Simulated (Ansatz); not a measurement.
**Mg2Si: a single-point run**

Wanted: a converged single-point run for Mg2Si, and a check of what comes out. The structure is shown as the input types it.

Computed with Ansatz 0.2.0 (density functional or hybrid calculation with the settings of its input, plane waves (as first typed), unless a step's input says otherwise).

4 further runs of the same task are left out: 1 for a known fault of the program, 3 that didn't finish.

### Step 1. Starting point

Symmetry: Fm-3m, No. 225, cubic system. Conventional cell: a = 6.338 Å, b = 6.338 Å, c = 6.338 Å, α = 90.00°, β = 90.00°, γ = 90.00°. Around Si (site symmetry m-3m) lie 8 Mg at 2.74 Å. Around Mg (site symmetry -43m) lie 4 Si at 2.74 Å.

Coordinates:

```
CELL_PARAMETERS angstrom
0.00000 3.16896 3.16896
3.16896 0.00000 3.16896
3.16896 3.16896 0.00000
ATOMIC_POSITIONS crystal
Si 0.00000 0.00000 0.00000
Mg 0.25000 0.25000 0.25000
Mg 0.75000 0.75000 0.75000
```

### Step 2. Running it

File input.yaml:

```yaml
crystal:
  lattice:
    - [0.0, 3.1689631853, 3.1689631853]
    - [3.1689631853, 0.0, 3.1689631853]
    - [3.1689631853, 3.1689631853, 0.0]
  atoms:
    - { symbol: Si, position: [0.0, 0.0, 0.0] }
    - { symbol: Mg, position: [0.25, 0.25, 0.25] }
    - { symbol: Mg, position: [0.75, 0.75, 0.75] }
kpoints:
  mp_grid: { grid: [6, 6, 6] }
hamiltonian:
  xc: pbe
scf:
  occupations: { method: fixed }
  n_extra_bands: 4
  max_iter: 62
output:
  forces: true
  stress: true
  eigenvalues: true
basis:
  ecutrho_ratio: 1
```

Started as:

```console
ansatz run input.yaml --threads 4 --pin off --max-ram 3686MiB --backend cpu --events-out ev --progress --plain --runs-dir out
```

**Question.** How will this run end, and is anything wrong with its input?

This run ends as converged, with warnings (cutoff below recommended). Its log warns: «basis.ecutrho_ratio = 1 (ecutrho = 420 eV) is below the records' recommended 1680 eV»

Look at the input: basis.ecutrho_ratio is 1. The density cutoff must be at least four times the energy cutoff of the waves.

To check: delete basis.ecutrho_ratio (the default then holds).
